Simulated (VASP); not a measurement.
# Cd in VASP: further runs

One wire, Cd, is run at these levels: PBE; tasks: single point.

All numbers are computed with VASP 6.6.1; they aren't measurements. Logs are shortened: lines on timing, memory, paths and dates and some standing lists are left out, and cuts for length are marked.

## 1. Starting point

The cell holds a wire with vacuum, 6 atoms: a = 12.000 Å, b = 12.800 Å, c = 4.667 Å, α = 90.00°, β = 90.00°, γ = 90.00°.

## 2. Single point, PBE

INCAR

```
SYSTEM = Cd
PREC = Accurate ; ENCUT = 520
EDIFF = 1E-6 ; ISMEAR = 0
SIGMA = 0.05 ; LREAL = .False.
LASPH = .True. ; NELM = 100
ALGO = Fast ; ISIF = 2
LWAVE = .False. ; LCHARG = .True.
GGA = PE ; LELF = .True.
LVHAR = .True. ; NBANDS = 45
```

KPOINTS

```
regular mesh
0
Gamma
  1 1 6
  0 0 0
```

POSCAR

```
Cd
1.0
   12.0000000000      0.0000000000      0.0000000000
    0.0000000000     12.8000000000      0.0000000000
    0.0000000000      0.0000000000      4.6671777110
Cd
6
Direct
    0.3540386751      0.4221943354      0.2500000000
    0.6459613249      0.4221943354      0.2500000000
    0.5000000000      0.6538048848      0.2500000000
    0.5000000000      0.3461951152      0.7500000000
    0.3540386751      0.5778056646      0.7500000000
    0.6459613249      0.5778056646      0.7500000000
```

Potentials or basis: VASP PAW PBE potentials, release 64 (Cd).

Run with:

```
> cat potpaw_PBE.64/Cd/POTCAR > POTCAR
> mpirun -np 1 vasp_std > vasp.out
```

OUTCAR:

```text
SYSTEM = Cd
   PREC = Accurate
   ENCUT = 520
   EDIFF = 1E-6
   ISMEAR = 0
   LREAL = .False.
   LASPH = .True.
   NELM = 100
   ISIF = 2
   GGA = PE

 ion  position               nearest neighbor table
   1  0.354  0.422  0.250-   5 3.07   5 3.07   4 3.08   4 3.08   3 3.44   2 3.50
   2  0.646  0.422  0.250-   6 3.07   6 3.07   4 3.08   4 3.08   3 3.44   1 3.50
   3  0.500  0.654  0.250-   5 3.08   6 3.08   5 3.08   6 3.08   1 3.44   2 3.44
   4  0.500  0.346  0.750-   1 3.08   2 3.08   1 3.08   2 3.08   5 3.44   6 3.44
   5  0.354  0.578  0.750-   1 3.07   1 3.07   3 3.08   3 3.08   4 3.44   6 3.50
   6  0.646  0.578  0.750-   2 3.07   2 3.07   3 3.08   3 3.08   4 3.44   5 3.50

  LATTYP: Found a simple orthorhombic cell.
 ALAT       =     4.6671777110
 B/A-ratio  =     2.5711470064
 C/A-ratio  =     2.7425568068

  Lattice vectors:

 A1 = (   0.0000000000,   0.0000000000,   4.6671777110)
 A2 = (  12.0000000000,   0.0000000000,   0.0000000000)
 A3 = (   0.0000000000,  12.8000000000,   0.0000000000)

Analysis of symmetry for initial positions (statically):
=====================================================================
 Subroutine PRICEL returns:
 Original cell was already a primitive cell.

 Routine SETGRP: Setting up the symmetry group for a
 simple orthorhombic supercell.

 Subroutine GETGRP returns: Found  8 space group operations
 (whereof  4 operations were pure point group operations)
 out of a pool of  8 trial point group operations.

The static configuration has the point symmetry C_2h.
 The point group associated with its full space group is D_2h.

Analysis of symmetry for dynamics (positions and initial velocities):
=====================================================================
 Subroutine PRICEL returns:
 Original cell was already a primitive cell.

 Routine SETGRP: Setting up the symmetry group for a
 simple orthorhombic supercell.

 Subroutine GETGRP returns: Found  8 space group operations
 (whereof  4 operations were pure point group operations)
 out of a pool of  8 trial point group operations.

The dynamic configuration has the point symmetry C_2h.
 The point group associated with its full space group is D_2h.

 Subroutine INISYM returns: Found  8 space group operations
 (whereof  4 operations are pure point group operations),
 and found     1 'primitive' translations

----------------------------------------------------------------------------------------

[... 84 lines left out ...]
   NFREE  =      0    steps in history (QN), initial steepest desc. (CG)
   ISIF   =      2    stress and relaxation
   ISYM   =      2    0-nonsym 1-usesym 2-fastsym
   POTIM  = 0.5000    time-step for ionic-motion
   TEBEG  =    0.0;   TEEND  =   0.0 temperature during run
   PSTRESS=    0.0 pullay stress
   NELECT =      72.0000    total number of electrons
   NUPDOWN=      -1.0000    fix difference up-down
   EMIN   =  10.00;   EMAX   =-10.00  energy-range for DOS
   EFERMI =   0.00;   METHOD = LEGACY
   ISMEAR =     0;   SIGMA  =   0.05  broadening in eV -4-tet -1-fermi 0-gaus
   EFERMI_NEDOS =   21; number of points for ismear=-14 and -15
   IALGO  =     68    algorithm
   IMIX   =      4    mixing-type and parameters
     AMIX     =   0.40;   BMIX     =  1.00
     AMIX_MAG =   1.60;   BMIX_MAG =  1.00
  volume/ion in A,a.u.               =     119.48       806.29
  Fermi-wavevector in a.u.,A,eV,Ry     =   0.760975  1.438035  7.878905  0.579083
  Thomas-Fermi vector in A             =   1.860112
   LORBIT       =      0    0 simple, 1 ext, 2 COOP (PROOUT), +10 PAW based schemes
   GGA     = PE    functional components
   LHFCALC =     F    Hartree Fock is set to
   AEXX    =    0.0000 exact exchange contribution
   IVDW    =     0    specifies the selected vdW correction
   LEPSILON=     F    determine dielectric tensor
   LRPA    =     F    only Hartree local field effects (RPA)
 non-spin polarized calculation
 RMM-DIIS sequential band-by-band and
 Gauss-broadening in eV      SIGMA  =   0.05
  energy-cutoff  :      520.00
  volume of cell :      716.88
 maximum number of plane-waves:     19355
 NGX is ok and might be reduce to    90
   NGX = 45   NGY = 47   NGZ = 17

 number of electron      72.0000009 magnetization

 Free energy of the ion-electron system (eV)
  ---------------------------------------------------
  ext. energy  EPLUGINS =         0.00000000
  ---------------------------------------------------
  free energy    TOTEN  =        -1.87333803 eV

  energy without entropy =       -1.86674078  energy(sigma->0) =       -1.87003941

 E-fermi :  -2.4141     XC(G=0):  -3.3800

 val. band max:       -2.4498698857   @ k =   0.0000   0.0000   0.0000
 cond. band min:      -2.3602101327   @ k =   0.0000   0.0000   0.3333
 fundamental gap:      0.0896597530
 Fermi energy:        -2.4140514427

 k-point     1 :       0.0000    0.0000    0.0000
  band No.  band energies     occupation
      1     -11.5948      2.00000
      2     -11.5346      2.00000
      3     -11.5059      2.00000
      4     -11.5012      2.00000
      5     -11.4334      2.00000
      6     -11.4324      2.00000
[... 181 lines left out ...]
     44       1.7071      0.00000
     45       1.8636      0.00000

------------------------ aborting loop because EDIFF is reached ----------------------------------------

  FORCE on cell =-STRESS in cart. coord.  units (eV):
  Direction    XX          YY          ZZ          XY          YZ          ZX
  --------------------------------------------------------------------------------------
  -------------------------------------------------------------------------------------
  Total        0.0150692      0.0465403      0.0850187      0.0000000      0.0000000      0.0000000
  in kB        0.0336786      0.1040147      0.1900113      0.0000000      0.0000000      0.0000000
  external PRESSURE =       0.1092349 kB  Pullay stress =       0.0000000 kB

 VOLUME and BASIS-vectors are now :
 -----------------------------------------------------------------------------
  energy-cutoff  :      520.00
  volume of cell :      716.88
      direct lattice vectors                 reciprocal lattice vectors
    12.000000000  0.000000000  0.000000000     0.083333333  0.000000000  0.000000000
     0.000000000 12.800000000  0.000000000     0.000000000  0.078125000  0.000000000
     0.000000000  0.000000000  4.667177711     0.000000000  0.000000000  0.214262251

 POSITION                                       TOTAL-FORCE (eV/Angst)
 -----------------------------------------------------------------------------------
      4.24846      5.40409      1.16679        -0.011645     -0.007754      0.000000
      7.75154      5.40409      1.16679         0.011645     -0.007754     -0.000000
      6.00000      8.36870      1.16679        -0.000000      0.016520      0.000000
      6.00000      4.43130      3.50038        -0.000000     -0.016520      0.000000
      4.24846      7.39591      3.50038        -0.011645      0.007754      0.000000
      7.75154      7.39591      3.50038         0.011645      0.007754     -0.000000
 -----------------------------------------------------------------------------------
    total drift:                               -0.000000      0.000000     -0.000000

  FREE ENERGIE OF THE ION-ELECTRON SYSTEM (eV)
  ---------------------------------------------------
  free  energy   TOTEN  =        -1.8733380276 eV

  energy  without entropy=       -1.8667407829  energy(sigma->0) =       -1.87003941
```

stdout:

```text
POSCAR found type information on POSCAR Cd
 POSCAR found :  1 types and       6 ions
 scaLAPACK will be used
 LDA part: xc-table for (Slater+PW92), standard interpolation
 POSCAR, INCAR and KPOINTS ok, starting setup
 FFT: planning ... GRIDC
 FFT: planning ... GRID_SOFT
 FFT: planning ... GRID
 WAVECAR not read
 entering main loop
```

Run time: 2.7 min. Hardware: 1 thread of Intel Xeon 6975P-C (Granite Rapids), shared host; peak memory 0.61 GiB.

Results:

```yaml
Free_energy: -1.8733 eV
Largest_force: 0.017 eV/Å
Band_gap_on_the_k_mesh: 0.09 eV, indirect (least direct gap 1.00 eV)
```

Forces on the atoms (eV/Å):
```
Cd  -0.012 -0.008  0.000
Cd   0.012 -0.008  0.000
Cd   0.000  0.017  0.000
Cd   0.000 -0.017  0.000
Cd  -0.012  0.008  0.000
Cd   0.012  0.008  0.000
```

## 3. Single point, PBE

This run uses another cell than the first one, of 149.19 Å³/atom, 1.249 times its volume.

INCAR

```
SYSTEM = Cd
PREC = Accurate
ENCUT = 520
EDIFF = 1E-7
ISMEAR = 0
SIGMA = 0.05
LREAL = .False.
LASPH = .True.
NELM = 100
ALGO = Fast
ISIF = 2
LWAVE = .False.
LCHARG = .False.
GGA = PE
NBANDS = 45
```

KPOINTS

```
Automatic mesh
0
Gamma
  1 1 6
  0 0 0
```

POSCAR

```
Cd
1.0
   12.0000000000      0.0000000000      0.0000000000
    0.0000000000     12.8000000000      0.0000000000
    0.0000000000      0.0000000000      5.8276462882
Cd
6
Direct
    0.3743813109      0.4320068900      0.2500000000
    0.6256186891      0.4320068900      0.2500000000
    0.5000000000      0.6359862200      0.2500000000
    0.5000000000      0.3640137800      0.7500000000
    0.3743813109      0.5679931100      0.7500000000
    0.6256186891      0.5679931100      0.7500000000
```

Potentials or basis: VASP PAW PBE potentials, release 64 (Cd).

Run with:

```
> cat potpaw_PBE.64/Cd/POTCAR > POTCAR
> mpirun -np 1 vasp_std > vasp.out
```

OUTCAR:

```text
SYSTEM = Cd
   PREC = Accurate
   ENCUT = 520
   EDIFF = 1E-7
   ISMEAR = 0
   LREAL = .False.
   LASPH = .True.
   NELM = 100
   ISIF = 2
   GGA = PE

 ion  position               nearest neighbor table
   1  0.374  0.432  0.250-   2 3.01   3 3.01   4 3.39   4 3.39   5 3.39   5 3.39
   2  0.626  0.432  0.250-   1 3.01   3 3.01   4 3.39   4 3.39   6 3.39   6 3.39
   3  0.500  0.636  0.250-   1 3.01   2 3.01   5 3.39   6 3.39   5 3.39   6 3.39
   4  0.500  0.364  0.750-   5 3.01   6 3.01   1 3.39   2 3.39   1 3.39   2 3.39
   5  0.374  0.568  0.750-   6 3.01   4 3.01   3 3.39   3 3.39   1 3.39   1 3.39
   6  0.626  0.568  0.750-   5 3.01   4 3.01   3 3.39   3 3.39   2 3.39   2 3.39

  LATTYP: Found a simple orthorhombic cell.
 ALAT       =     5.8276462882
 B/A-ratio  =     2.0591503682
 C/A-ratio  =     2.1964270594

  Lattice vectors:

 A1 = (   0.0000000000,   0.0000000000,   5.8276462882)
 A2 = (  12.0000000000,   0.0000000000,   0.0000000000)
 A3 = (   0.0000000000,  12.8000000000,   0.0000000000)

Analysis of symmetry for initial positions (statically):
=====================================================================
 Subroutine PRICEL returns:
 Original cell was already a primitive cell.

 Routine SETGRP: Setting up the symmetry group for a
 simple orthorhombic supercell.

 Subroutine GETGRP returns: Found  8 space group operations
 (whereof  4 operations were pure point group operations)
 out of a pool of  8 trial point group operations.

The static configuration has the point symmetry C_2h.
 The point group associated with its full space group is D_2h.

Analysis of symmetry for dynamics (positions and initial velocities):
=====================================================================
 Subroutine PRICEL returns:
 Original cell was already a primitive cell.

 Routine SETGRP: Setting up the symmetry group for a
 simple orthorhombic supercell.

 Subroutine GETGRP returns: Found  8 space group operations
 (whereof  4 operations were pure point group operations)
 out of a pool of  8 trial point group operations.

The dynamic configuration has the point symmetry C_2h.
 The point group associated with its full space group is D_2h.

 Subroutine INISYM returns: Found  8 space group operations
 (whereof  4 operations are pure point group operations),
 and found     1 'primitive' translations

----------------------------------------------------------------------------------------

                                     Primitive cell

  volume of cell :     895.1265

  direct lattice vectors                    reciprocal lattice vectors
    12.000000000  0.000000000  0.000000000     0.083333333  0.000000000  0.000000000
     0.000000000 12.800000000  0.000000000     0.000000000  0.078125000  0.000000000
     0.000000000  0.000000000  5.827646288     0.000000000  0.000000000  0.171595864

  length of vectors
    12.000000000 12.800000000  5.827646288     0.083333333  0.078125000  0.171595864

  position of ions in fractional coordinates (direct lattice)
     0.374381311  0.432006890  0.250000000
     0.625618689  0.432006890  0.250000000
     0.500000000  0.635986220  0.250000000
     0.500000000  0.364013780  0.750000000
     0.374381311  0.567993110  0.750000000
     0.625618689  0.567993110  0.750000000

[... 34 lines left out ...]

 Following reciprocal coordinates:
            Coordinates               Weight
  0.000000  0.000000  0.000000      1.000000
  0.000000  0.000000  0.166667      2.000000
  0.000000  0.000000  0.333333      2.000000
  0.000000  0.000000  0.500000      1.000000
   k-points           NKPTS =      4   k-points in BZ     NKDIM =      4   number of bands    NBANDS=     45
   number of dos      NEDOS =    301   number of ions     NIONS =      6
   total plane-waves  NPLWV = 414720
   dimension x,y,z NGX =    90 NGY =   96 NGZ =   48
   dimension x,y,z NGXF=   180 NGYF=  192 NGZF=   96
   ions per type =               6
   NGX,Y,Z   is equivalent  to a cutoff of  12.47, 12.47, 13.69 a.u.
   NGXF,Y,Z  is equivalent  to a cutoff of  24.94, 24.94, 27.39 a.u.
 SYSTEM =  Cd
   PREC   = accura    normal or accurate (medium, high low for compatibility)
   ISTART =      0    job   : 0-new  1-cont  2-samecut
   ICHARG =      2    charge: 1-file 2-atom 10-const
   ISPIN  =      1    spin polarized calculation?
   LNONCOLLINEAR =      F non collinear calculations
   LSORBIT =      F    spin-orbit coupling
   LASPH  =      T    aspherical Exc in radial PAW
   ENCUT  =  520.0 eV  38.22 Ry    6.18 a.u.  22.31 23.80 10.84*2*pi/ulx,y,z
   NELM   =    100;   NELMIN=  2; NELMDL= -5     # of ELM steps
   EDIFF  = 0.1E-06   stopping-criterion for ELM
   LREAL  =      F    real-space projection
   EDIFFG = 0.1E-05   stopping-criterion for IOM
   NSW    =      0    number of steps for IOM
   IBRION =     -1    ionic relax: 0-MD 1-quasi-New 2-CG
   NFREE  =      0    steps in history (QN), initial steepest desc. (CG)
   ISIF   =      2    stress and relaxation
   ISYM   =      2    0-nonsym 1-usesym 2-fastsym
   POTIM  = 0.5000    time-step for ionic-motion
   TEBEG  =    0.0;   TEEND  =   0.0 temperature during run
   PSTRESS=    0.0 pullay stress
   NELECT =      72.0000    total number of electrons
   NUPDOWN=      -1.0000    fix difference up-down
   EMIN   =  10.00;   EMAX   =-10.00  energy-range for DOS
   EFERMI =   0.00;   METHOD = LEGACY
   ISMEAR =     0;   SIGMA  =   0.05  broadening in eV -4-tet -1-fermi 0-gaus
   EFERMI_NEDOS =   21; number of points for ismear=-14 and -15
   IALGO  =     68    algorithm
   IMIX   =      4    mixing-type and parameters
     AMIX     =   0.40;   BMIX     =  1.00
     AMIX_MAG =   1.60;   BMIX_MAG =  1.00
  volume/ion in A,a.u.               =     149.19      1006.77
  Fermi-wavevector in a.u.,A,eV,Ry     =   0.706682  1.335436  6.794747  0.499400
  Thomas-Fermi vector in A             =   1.792528
   LORBIT       =      0    0 simple, 1 ext, 2 COOP (PROOUT), +10 PAW based schemes
   GGA     = PE    functional components
   LHFCALC =     F    Hartree Fock is set to
   AEXX    =    0.0000 exact exchange contribution
   IVDW    =     0    specifies the selected vdW correction
   LEPSILON=     F    determine dielectric tensor
   LRPA    =     F    only Hartree local field effects (RPA)
 non-spin polarized calculation
 RMM-DIIS sequential band-by-band and
 Gauss-broadening in eV      SIGMA  =   0.05
  energy-cutoff  :      520.00
  volume of cell :      895.13
 maximum number of plane-waves:     24158
 NGX is ok and might be reduce to    90
   NGX = 45   NGY = 47   NGZ = 21

 number of electron      71.9999995 magnetization

 Free energy of the ion-electron system (eV)
  ---------------------------------------------------
  ext. energy  EPLUGINS =         0.00000000
  ---------------------------------------------------
  free energy    TOTEN  =        -1.25994540 eV

  energy without entropy =       -1.25020685  energy(sigma->0) =       -1.25507612

 E-fermi :  -2.9943     XC(G=0):  -2.8694

 val. band max:       -2.9985758402   @ k =   0.0000   0.0000   0.0000
 cond. band min:      -2.9909623607   @ k =   0.0000   0.0000   0.0000
 fundamental gap:      0.0076134795
 Fermi energy:        -2.9942985088

 k-point     1 :       0.0000    0.0000    0.0000
  band No.  band energies     occupation
      1     -11.7316      2.00000
      2     -11.6421      2.00000
      3     -11.6041      2.00000
      4     -11.5908      2.00000
      5     -11.5888      2.00000
      6     -11.4869      2.00000
[... 181 lines left out ...]
     44       1.6023      0.00000
     45       1.7491      0.00000

------------------------ aborting loop because EDIFF is reached ----------------------------------------

  FORCE on cell =-STRESS in cart. coord.  units (eV):
  Direction    XX          YY          ZZ          XY          YZ          ZX
  --------------------------------------------------------------------------------------
  -------------------------------------------------------------------------------------
  Total        1.5733043      1.5158613     -1.6899775      0.0000000     -0.0000000      0.0000000
  in kB        2.8160405      2.7132240     -3.0248728      0.0000000     -0.0000000      0.0000000
  external PRESSURE =       0.8347972 kB  Pullay stress =       0.0000000 kB

 VOLUME and BASIS-vectors are now :
 -----------------------------------------------------------------------------
  energy-cutoff  :      520.00
  volume of cell :      895.13
      direct lattice vectors                 reciprocal lattice vectors
    12.000000000  0.000000000  0.000000000     0.083333333  0.000000000  0.000000000
     0.000000000 12.800000000  0.000000000     0.000000000  0.078125000  0.000000000
     0.000000000  0.000000000  5.827646288     0.000000000  0.000000000  0.171595864

 POSITION                                       TOTAL-FORCE (eV/Angst)
 -----------------------------------------------------------------------------------
      4.49258      5.52969      1.45691        -0.257248     -0.138310      0.000000
      7.50742      5.52969      1.45691         0.257248     -0.138310      0.000000
      6.00000      8.14062      1.45691         0.000000      0.300173     -0.000000
      6.00000      4.65938      4.37073         0.000000     -0.300173      0.000000
      4.49258      7.27031      4.37073        -0.257248      0.138310      0.000000
      7.50742      7.27031      4.37073         0.257248      0.138310     -0.000000
 -----------------------------------------------------------------------------------
    total drift:                               -0.000000      0.000000     -0.000000

  FREE ENERGIE OF THE ION-ELECTRON SYSTEM (eV)
  ---------------------------------------------------
  free  energy   TOTEN  =        -1.2599453978 eV

  energy  without entropy=       -1.2502068494  energy(sigma->0) =       -1.25507612
```

stdout:

```text
POSCAR found type information on POSCAR Cd
 POSCAR found :  1 types and       6 ions
 scaLAPACK will be used
 LDA part: xc-table for (Slater+PW92), standard interpolation
 POSCAR, INCAR and KPOINTS ok, starting setup
 FFT: planning ... GRIDC
 FFT: planning ... GRID_SOFT
 FFT: planning ... GRID
 WAVECAR not read
 entering main loop
```

It took 3.7 min on 1 thread of Intel Xeon 6975P-C (Granite Rapids), shared host; peak memory 0.79 GiB.

Results:

```yaml
Free_energy: -1.2599 eV
Largest_force: 0.300 eV/Å
Band_gap_on_the_k_mesh: 0.01 eV, direct
```

Forces on the atoms (eV/Å):
```
Cd  -0.257 -0.138  0.000
Cd   0.257 -0.138  0.000
Cd   0.000  0.300  0.000
Cd   0.000 -0.300  0.000
Cd  -0.257  0.138  0.000
Cd   0.257  0.138  0.000
```

As with any semilocal functional, this PBE gap is likely too small.
